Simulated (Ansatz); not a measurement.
# CuI (zincblende): gap against strain (uniaxial along z, other directions held)

CuI in the zincblende structure, relaxed with r2SCAN in Ansatz 0.2.0, then strained (uniaxial along z, other directions held; changes of length per length, axes as in the cell below) with the atoms relaxed again within the symmetry that is left. The symmetry is F-43m (No. 216, cubic); a = 6.024 Å in the conventional setting, 27.33 Å³ an atom. Cu is surrounded by 4 I at 2.61 Å; I is surrounded by 4 Cu at 2.61 Å. The values are computed, spin-unpolarised, and not measurements.

```
Cu I
1.0
     0.00000    3.01203    3.01203
     3.01203    0.00000    3.01203
     3.01203    3.01203    0.00000
Cu I
1 1
Cartesian
  0.0000 0.0000 0.0000
  1.5060 1.5060 1.5060
```

Gaps are the least over each mesh (PBE 8×8×8, r2SCAN 8×8×8, HSE06 6×6×6 when unstrained) and the special points, which keep their unstrained names; stress is the change from the unstrained cell, compression positive.

| strain (%) | gap, PBE (eV) | gap, r2SCAN (eV) | gap, HSE06 (eV) | edges, HSE06 | stress along the strain, r2SCAN (GPa) | energy rise, r2SCAN (meV/atom) |
| --- | --- | --- | --- | --- | --- | --- |
| -2.5 | 1.214 | 1.715 | 2.691 | Γ | +1.46 | 3.0 |
| 0.0 | 1.173 | 1.667 | 2.670 | Γ | 0.00 | 0.0 |
| +4.16 | 1.042 | 1.527 | 2.560 | Γ | -2.15 | 8.0 |
| +4.52 | 1.032 | 1.515 | 2.551 | Γ | -2.32 | 9.4 |
| +5.0 | 1.017 | 1.500 | 2.539 | Γ | -2.54 | 11.4 |

Between zero and the nearest strains the slope of the HSE06 gap against strain is -0.008 eV per percent for negative and -0.026 for positive strain.

No spin-orbit coupling is included; it can move band edges with weight on the heavy atoms by tenths of an eV.

The meshes of the hybrids are coarse, so their gaps aren't converged to the digits shown.
